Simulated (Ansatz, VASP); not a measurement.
## One calculation of GaSb, two programs

File INCAR:

```
ALGO = Normal ; EDIFF = 1E-6
ENCUT = 520 ; GGA = PE
ISIF = 2 ; ISMEAR = 0
LASPH = True ; LCHARG = False
LREAL = False ; LWAVE = False
NELM = 80 ; PREC = Accurate
SIGMA = 0.02
```

File KPOINTS:

```
k-points
0
Gamma
  8 8 8
```

POSCAR

```
GaSb
1.0
    0.0000000000      3.0590000000      3.0590000000
    3.0590000000      0.0000000000      3.0590000000
    3.0590000000      3.0590000000      0.0000000000
Sb Ga
1 1
Direct
    0.7500000000      0.7500000000      0.7500000000
    0.0000000000      0.0000000000      0.0000000000
```

input.yaml

```yaml
crystal:
  lattice:
    - [0.0, 3.059, 3.059]
    - [3.059, 0.0, 3.059]
    - [3.059, 3.059, 0.0]
  atoms:
    - { symbol: Sb, position: [0.75, 0.75, 0.75] }
    - { symbol: Ga, position: [0.0, 0.0, 0.0] }
hamiltonian:
  xc: pbe
  pseudopotentials: { kind: paw }
kpoints:
  mp_grid: { grid: [8, 8, 8] }
scf:
  occupations: { method: gaussian, width: 0.02 }
output:
  forces: true
  stress: true
  eigenvalues: true
  write_density: true
  write_potential: true
  elf: true
  volumetric_format: npy
```

Alike in both runs: task single point; functional PBE; k mesh 8 × 8 × 8; occupations gaussian, width 0.02 eV; no spin polarisation.

```csv
,VASP,Ansatz
version,VASP 6.6.1,Ansatz 0.2.0
potentials or method,"VASP PAW PBE potentials, release 64 (Sb, Ga_d)",Ansatz PAW
plane-wave cutoff (eV),520,420
valence electrons in the cell,18,28
```

```csv
,VASP,Ansatz,Ansatz less VASP
gap on the k mesh at the Fermi level (eV),0.04,0.03,-0.002
least direct gap on the mesh (eV),0.04,0.03,-0.002
pressure (GPa),2.4,2.3,-0.09
```

The two sets of potentials don't hold the same shells in valence.

Caveats: spin-orbit coupling is left out, which moves the levels of the heavy elements. A k mesh can miss the band edges. As with any semilocal functional, this PBE gap is likely too small.
